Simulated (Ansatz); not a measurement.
## Y: frozen-core PAW against all-electron methods

```
CELL_PARAMETERS angstrom
3.60215 0.00000 0.00000
-1.80107 3.11955 0.00000
0.00000 0.00000 5.66972
ATOMIC_POSITIONS crystal
Y 0.33333 0.66667 0.25000
Y 0.66667 0.33333 0.75000
```

Atoms are numbered in the order listed.

The cell is COD entry 1539818, as deposited and not checked against the literature; nothing was relaxed. The listed cell was then made from it by scaling, straining or moving an atom.

Levels of theory: DFT, LDA, PAW with Ansatz's default frozen-core files, scalar-relativistic (Ansatz 0.2.0); DFT, LDA, all-electron LAPW, scalar-relativistic (Ansatz 0.2.0).

For PAW: a Γ-centred 12×12×7 k mesh, Fermi–Dirac smearing of 0.08 eV, cutoff 420 eV, no spin polarisation; the PAW files were made with PBE, and the program remakes their frozen cores for this functional. LAPW targets a basis error of 0.25 meV/atom. The Ansatz runs share mesh, smearing and spin set-up. Plane-wave (PAW) pressures include the program's estimate of the Pulay term.

Stress and pressure are positive in compression.

The cell's volume is scaled by 0.96.

```tsv
quantity	PAW	LAPW
pressure (GPa)	-2.49	-2.49
stress xx (GPa)	-2.30	-2.30
stress zz (GPa)	-2.85	-2.85
```
